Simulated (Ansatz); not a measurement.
**Ca under pressure**

Theory: DFT PBE, scalar-relativistic, plane waves, PAW (Ansatz 0.2.0). Run with 420 eV cutoff, 12×12×8 k-mesh, Gaussian smearing of 0.10 eV, no spin polarisation.

The relaxed crystal:

```xyz
2
Lattice="1.9532 -3.3828 0.0000 1.9532 3.3828 0.0000 0.0000 0.0000 6.4199" Properties=species:S:1:pos:R:3 pbc="T T T"
Ca    1.9532   -2.2560    1.6050
Ca    1.9532    2.2560    4.8150
```

Cell and atoms are relaxed at each pressure within the symmetry of the start, at zero temperature, so transitions that lower the symmetry aren't seen. The k-mesh given is that at zero pressure and may differ at others. a, b and c are the lengths of the cell vectors above.

| P (GPa) | V (Å³/atom) | V/V0 | a (Å) | b (Å) | c (Å) |
| --- | --- | --- | --- | --- | --- |
| -2 | 49.09 | 1.157 | 4.109 | 4.109 | 6.716 |
| 0 | 42.42 | 1.000 | 3.906 | 3.906 | 6.420 |
| 2 | 38.42 | 0.906 | 3.774 | 3.774 | 6.229 |
| 5 | 34.44 | 0.812 | 3.631 | 3.631 | 6.034 |
| 10 | 30.04 | 0.708 | 3.468 | 3.468 | 5.771 |
| 20 | 24.90 | 0.587 | 3.248 | 3.248 | 5.453 |
| 40 | 19.47 | 0.459 | 2.992 | 2.992 | 5.025 |

Question: What bulk modulus and pressure derivative fit these points?

Answer: A third-order Birch–Murnaghan fit gives B0 = 17 GPa and B0' = 3.3.

Question: Which cell vector or vectors give way most up to 40 GPa?

Answer: a and b: the changes are a -23.4 %, b -23.4 %, c -21.7 %.

This form isn't the element's structure at ambient conditions.